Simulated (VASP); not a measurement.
# TiH5 in VASP: further runs

One sheet, TiH5, is run at these levels: PBE; tasks: single point.

Everything below comes from runs of VASP 6.6.1. Logs are shortened: lines on timing, memory, paths and dates and some standing lists are left out, and cuts for length are marked.

## Step 1: The structure

The cell holds a sheet with vacuum, 6 atoms: a = 3.057 Å, b = 3.057 Å, c = 29.585 Å, α = 90.00°, β = 90.00°, γ = 120.00°.

The cell was built by a generator and needn't be a form met in nature.

## Step 2: Single point, PBE

Input file INCAR:

```
PREC     = Accurate       # precision mode
ENCUT    = 520            # plane-wave cutoff, eV
EDIFF    = 1E-6           # SCF threshold, eV
ISMEAR   = 0              # smearing method
SIGMA    = 0.1            # smearing width, eV
LREAL    = False          # projectors in reciprocal space
LASPH    = True           # aspherical terms in the spheres
NELM     = 100            # most SCF steps
ALGO     = Normal         # electronic algorithm
ISIF     = 2              # what is computed and relaxed
LWAVE    = False          # write WAVECAR
LCHARG   = False          # write CHGCAR
LDIPOL   = True         
IDIPOL   = 3            
DIPOL    = 0.5 0.5 0.287
GGA      = PE             # functional
NBANDS   = 18             # bands
```

Input file KPOINTS:

```
Automatic mesh
0
Gamma
  6 6 1
```

Input file POSCAR:

```
TiH5
1.0
    3.0572321011      0.0000002617      0.0000000000
   -1.5286162772      2.6476405339      0.0000000000
    0.0000000000      0.0000000000     29.5853040000
Ti H
1 5
Direct
    0.6666666667      0.3333333333      0.2873048051
    0.3333333333      0.6666666667      0.3239394362
    0.3333333333      0.6666666667      0.2506701740
    0.6666666667      0.3333333333      0.2274207087
    0.6666666667      0.3333333333      0.3471889016
    0.0000000000      0.0000000000      0.2873048051
```

Potentials or basis: VASP PAW PBE potentials, release 64 (Ti_sv, H).

The run is started by

```console
> cat potpaw_PBE.64/Ti_sv/POTCAR potpaw_PBE.64/H/POTCAR > POTCAR
> mpirun -np 1 vasp_std > vasp.out
```

OUTCAR:

```text
PREC = Accurate
   ENCUT = 520
   EDIFF = 1E-6
   ISMEAR = 0
   LREAL = False
   LASPH = True
   NELM = 100
   ISIF = 2
   GGA = PE

 ion  position               nearest neighbor table
   1  0.667  0.333  0.287-   6 1.77   6 1.77   6 1.77   4 1.77   5 1.77
   2  0.333  0.667  0.324-
   3  0.333  0.667  0.251-
   4  0.667  0.333  0.227-   1 1.77
   5  0.667  0.333  0.347-   1 1.77
   6  0.000  0.000  0.287-   1 1.77   1 1.77   1 1.77

  LATTYP: Found a hexagonal cell.
 ALAT       =     3.0572321011
 C/A-ratio  =     9.6771533929

  Lattice vectors:

 A1 = (   3.0572321011,   0.0000002617,   0.0000000000)
 A2 = (  -1.5286162772,   2.6476405339,   0.0000000000)
 A3 = (   0.0000000000,   0.0000000000,  29.5853040000)

Analysis of symmetry for initial positions (statically):
=====================================================================
 Subroutine PRICEL returns:
 Original cell was already a primitive cell.

 Routine SETGRP: Setting up the symmetry group for a
 hexagonal supercell.

 Subroutine GETGRP returns: Found 12 space group operations
 (whereof  6 operations were pure point group operations)
 out of a pool of 24 trial point group operations.

The static configuration has the point symmetry C_3v.
 The point group associated with its full space group is D_3h.

Analysis of symmetry for dynamics (positions and initial velocities):
=====================================================================
 Subroutine PRICEL returns:
 Original cell was already a primitive cell.

 Routine SETGRP: Setting up the symmetry group for a
 hexagonal supercell.

 Subroutine GETGRP returns: Found 12 space group operations
 (whereof  6 operations were pure point group operations)
 out of a pool of 24 trial point group operations.

The dynamic configuration has the point symmetry C_3v.
 The point group associated with its full space group is D_3h.

 Subroutine INISYM returns: Found 12 space group operations
 (whereof  6 operations are pure point group operations),
 and found     1 'primitive' translations

----------------------------------------------------------------------------------------

                                     Primitive cell

  volume of cell :     239.4768

  direct lattice vectors                    reciprocal lattice vectors
     3.057232101  0.000000262  0.000000000     0.327093239  0.188847407  0.000000000
    -1.528616277  2.647640534  0.000000000    -0.000000032  0.377694758  0.000000000
     0.000000000  0.000000000 29.585304000     0.000000000  0.000000000  0.033800565

  length of vectors
     3.057232101  3.057232101 29.585304000     0.377694758  0.377694758  0.033800565

  position of ions in fractional coordinates (direct lattice)
     0.666666667  0.333333333  0.287304805
     0.333333333  0.666666667  0.323939436
     0.333333333  0.666666667  0.250670174
     0.666666667  0.333333333  0.227420709
     0.666666667  0.333333333  0.347188902
     0.000000000  0.000000000  0.287304805

  ion indices of the primitive-cell ions
   primitive index   ion index
                 1           1
                 2           2
                 3           3
                 4           4
                 5           5
                 6           6

----------------------------------------------------------------------------------------

 KPOINTS: Automatic mesh

Automatic generation of k-mesh.
 Grid dimensions read from file:
 generate k-points for:    6    6    1

 Generating k-lattice:

  Cartesian coordinates                     Fractional coordinates (reciprocal lattice)
     0.054515540  0.031474568  0.000000000     0.166666667  0.000000000  0.000000000
    -0.000000005  0.062949126  0.000000000     0.000000000  0.166666667  0.000000000
     0.000000000  0.000000000  0.033800565     0.000000000  0.000000000  1.000000000

  Length of vectors
     0.062949126  0.062949126  0.033800565

  Shift w.r.t. Gamma in fractional coordinates (k-lattice)
     0.000000000  0.000000000  0.000000000

 Subroutine IBZKPT returns following result:
 ===========================================

 Found      7 irreducible k-points:

 Following reciprocal coordinates:
            Coordinates               Weight
  0.000000  0.000000  0.000000      1.000000
  0.166667  0.000000  0.000000      6.000000
  0.333333  0.000000  0.000000      6.000000
  0.500000  0.000000  0.000000      3.000000
  0.166667  0.166667  0.000000      6.000000
  0.333333  0.166667  0.000000     12.000000
  0.333333  0.333333  0.000000      2.000000
   k-points           NKPTS =      7   k-points in BZ     NKDIM =      7   number of bands    NBANDS=     18
   number of dos      NEDOS =    301   number of ions     NIONS =      6
   total plane-waves  NPLWV = 129024
   dimension x,y,z NGX =    24 NGY =   24 NGZ =  224
   dimension x,y,z NGXF=    48 NGYF=   48 NGZF=  448
   ions per type =               1   5
   NGX,Y,Z   is equivalent  to a cutoff of  13.05, 13.05, 12.59 a.u.
   NGXF,Y,Z  is equivalent  to a cutoff of  26.10, 26.10, 25.17 a.u.
 SYSTEM =  unknown system
   PREC   = accura    normal or accurate (medium, high low for compatibility)
   ISTART =      0    job   : 0-new  1-cont  2-samecut
   ICHARG =      2    charge: 1-file 2-atom 10-const
   ISPIN  =      1    spin polarized calculation?
   LNONCOLLINEAR =      F non collinear calculations
   LSORBIT =      F    spin-orbit coupling
   LASPH  =      T    aspherical Exc in radial PAW
   ENCUT  =  520.0 eV  38.22 Ry    6.18 a.u.   5.68  5.68 55.01*2*pi/ulx,y,z
   NELM   =    100;   NELMIN=  2; NELMDL= -5     # of ELM steps
   EDIFF  = 0.1E-05   stopping-criterion for ELM
   LREAL  =      F    real-space projection
   EDIFFG = 0.1E-04   stopping-criterion for IOM
   NSW    =      0    number of steps for IOM
   IBRION =     -1    ionic relax: 0-MD 1-quasi-New 2-CG
   NFREE  =      0    steps in history (QN), initial steepest desc. (CG)
   ISIF   =      2    stress and relaxation
   ISYM   =      2    0-nonsym 1-usesym 2-fastsym
   POTIM  = 0.5000    time-step for ionic-motion
   TEBEG  =    0.0;   TEEND  =   0.0 temperature during run
   PSTRESS=    0.0 pullay stress
   NELECT =      17.0000    total number of electrons
   NUPDOWN=      -1.0000    fix difference up-down
   EMIN   =  10.00;   EMAX   =-10.00  energy-range for DOS
   EFERMI =   0.00;   METHOD = LEGACY
   ISMEAR =     0;   SIGMA  =   0.10  broadening in eV -4-tet -1-fermi 0-gaus
   EFERMI_NEDOS =   21; number of points for ismear=-14 and -15
   IALGO  =     38    algorithm
   IMIX   =      4    mixing-type and parameters
     AMIX     =   0.40;   BMIX     =  1.00
     AMIX_MAG =   1.60;   BMIX_MAG =  1.00
  volume/ion in A,a.u.               =      39.91       269.34
  Fermi-wavevector in a.u.,A,eV,Ry     =   0.677855  1.280960  6.251701  0.459487
  Thomas-Fermi vector in A             =   1.755586
   LORBIT       =      0    0 simple, 1 ext, 2 COOP (PROOUT), +10 PAW based schemes
   GGA     = PE    functional components
   LHFCALC =     F    Hartree Fock is set to
   AEXX    =    0.0000 exact exchange contribution
   IVDW    =     0    specifies the selected vdW correction
   LEPSILON=     F    determine dielectric tensor
   LRPA    =     F    only Hartree local field effects (RPA)
 non-spin polarized calculation
 Gauss-broadening in eV      SIGMA  =   0.10
  energy-cutoff  :      520.00
  volume of cell :      239.48
 maximum number of plane-waves:      6483
 NGX is ok and might be reduce to    24
   NGX = 11   NGY = 11   NGZ =111

 dipolmoment           0.000000      0.000000     -0.000048 electrons x Angstroem

 number of electron      16.9999999 magnetization

 dipolmoment           0.000000      0.000000      0.000003 electrons x Angstroem

 Free energy of the ion-electron system (eV)
  ---------------------------------------------------
  ext. energy  EPLUGINS =         0.00000000
  ---------------------------------------------------
  free energy    TOTEN  =       -23.46508722 eV

  energy without entropy =      -23.45635822  energy(sigma->0) =      -23.46072272

 E-fermi :  -4.6138     XC(G=0):  -2.0276

 val. band max:       -4.8663055192   @ k =   0.3333   0.3333   0.0000
 cond. band min:      -4.5827625355   @ k =   0.3333   0.0000   0.0000
 fundamental gap:      0.2835429837
 Fermi energy:        -4.6137584579

 k-point     1 :       0.0000    0.0000    0.0000
  band No.  band energies     occupation
      1     -61.5600      2.00000
      2     -37.6956      2.00000
      3     -37.6956      2.00000
      4     -37.6823      2.00000
      5     -13.7211      2.00000
      6      -9.7679      2.00000
[... 10 lines left out ...]
     17       1.8748      0.00000
     18       1.9835      0.00000

 k-point     2 :       0.1667    0.0000    0.0000
  band No.  band energies     occupation
      1     -61.5471      2.00000
      2     -37.7950      2.00000
      3     -37.7161      2.00000
      4     -37.6684      2.00000
      5     -13.0752      2.00000
      6      -9.4517      2.00000
[... 10 lines left out ...]
     17       2.3996      0.00000
     18       2.4930      0.00000

 k-point     3 :       0.3333    0.0000    0.0000
  band No.  band energies     occupation
      1     -61.5213      2.00000
      2     -37.9894      2.00000
      3     -37.7567      2.00000
      4     -37.6406      2.00000
      5     -11.4403      2.00000
      6      -8.6218      2.00000
[... 10 lines left out ...]
     17       3.8637      0.00000
     18       4.1292      0.00000

 k-point     4 :       0.5000    0.0000    0.0000
  band No.  band energies     occupation
      1     -61.5083      2.00000
      2     -38.0844      2.00000
      3     -37.7769      2.00000
      4     -37.6267      2.00000
      5     -10.0388      2.00000
      6      -9.2537      2.00000
[... 10 lines left out ...]
     17       5.9148      0.00000
     18       6.1291      0.00000

 k-point     5 :       0.1667    0.1667    0.0000
  band No.  band energies     occupation
      1     -61.5278      2.00000
      2     -37.9224      2.00000
      3     -37.7660      2.00000
      4     -37.6476      2.00000
      5     -11.9196      2.00000
      6      -8.8666      2.00000
[... 10 lines left out ...]
     17       3.3052      0.00000
     18       3.5756      0.00000

 k-point     6 :       0.3333    0.1667    0.0000
  band No.  band energies     occupation
      1     -61.5083      2.00000
      2     -38.0341      2.00000
      3     -37.8291      2.00000
      4     -37.6267      2.00000
      5     -10.2277      2.00000
      6      -8.9724      2.00000
[... 10 lines left out ...]
     17       5.4582      0.00000
     18       5.5071      0.00000

 k-point     7 :       0.3333    0.3333    0.0000
  band No.  band energies     occupation
      1     -61.5018      2.00000
      2     -37.9803      2.00000
      3     -37.9424      2.00000
      4     -37.6197      2.00000
      5      -9.5503      2.00000
      6      -8.9628      2.00000
[... 10 lines left out ...]
     17       5.0494      0.00000
     18       5.5405      0.00000

------------------------ aborting loop because EDIFF is reached ----------------------------------------

 vacuum level on the upper side and lower side of the slab       (xc-potential included)        -0.008        -0.008

  FORCE on cell =-STRESS in cart. coord.  units (eV):
  Direction    XX          YY          ZZ          XY          YZ          ZX
  --------------------------------------------------------------------------------------
  -------------------------------------------------------------------------------------
  Total       -0.0546902     -0.0546902     -0.0429348      0.0000000      0.0000000     -0.0000000
  in kB       -0.3658952     -0.3658952     -0.2872480      0.0000000      0.0000000     -0.0000000
  external PRESSURE =      -0.3396794 kB  Pullay stress =       0.0000000 kB

 VOLUME and BASIS-vectors are now :
 -----------------------------------------------------------------------------
  energy-cutoff  :      520.00
  volume of cell :      239.48
      direct lattice vectors                 reciprocal lattice vectors
     3.057232101  0.000000262  0.000000000     0.327093239  0.188847407  0.000000000
    -1.528616277  2.647640534  0.000000000    -0.000000032  0.377694758  0.000000000
     0.000000000  0.000000000 29.585304000     0.000000000  0.000000000  0.033800565

 POSITION                                       TOTAL-FORCE (eV/Angst)
 -----------------------------------------------------------------------------------
      1.52862      0.88255      8.50000        -0.000000     -0.000000      0.000000
     -0.00000      1.76509      9.58385         0.000000      0.000000      0.001196
     -0.00000      1.76509      7.41615         0.000000      0.000000     -0.001196
      1.52862      0.88255      6.72831         0.000000     -0.000000     -0.004665
      1.52862      0.88255     10.27169         0.000000     -0.000000      0.004665
      0.00000      0.00000      8.50000         0.000000      0.000000      0.000000
 -----------------------------------------------------------------------------------
    total drift:                               -0.000000      0.000000      0.000074

  FREE ENERGIE OF THE ION-ELECTRON SYSTEM (eV)
  ---------------------------------------------------
  free  energy   TOTEN  =       -23.4650872152 eV

  energy  without entropy=      -23.4563582205  energy(sigma->0) =      -23.46072272

 vacuum level on the upper side and lower side of the slab         1.417         1.417
```

It took 41 s on 1 thread of AMD EPYC 9R45 (Zen 5), shared host; peak memory 0.31 GiB.

What came out:

- Free energy: -23.4651 eV
- Largest force: 0.005 eV/Å
- Band gap on the k mesh: none (metal or under the smearing width)

Forces in eV/Å, atoms in the order of the input:
```
Ti   0.000  0.000  0.000
H    0.000  0.000  0.001
H    0.000  0.000 -0.001
H    0.000  0.000 -0.005
H    0.000  0.000  0.005
H    0.000  0.000  0.000
```

Caveat: the k mesh is coarse (spacing up to 0.40 Å⁻¹), so the values aren't converged.

[end of part 1 of 2]
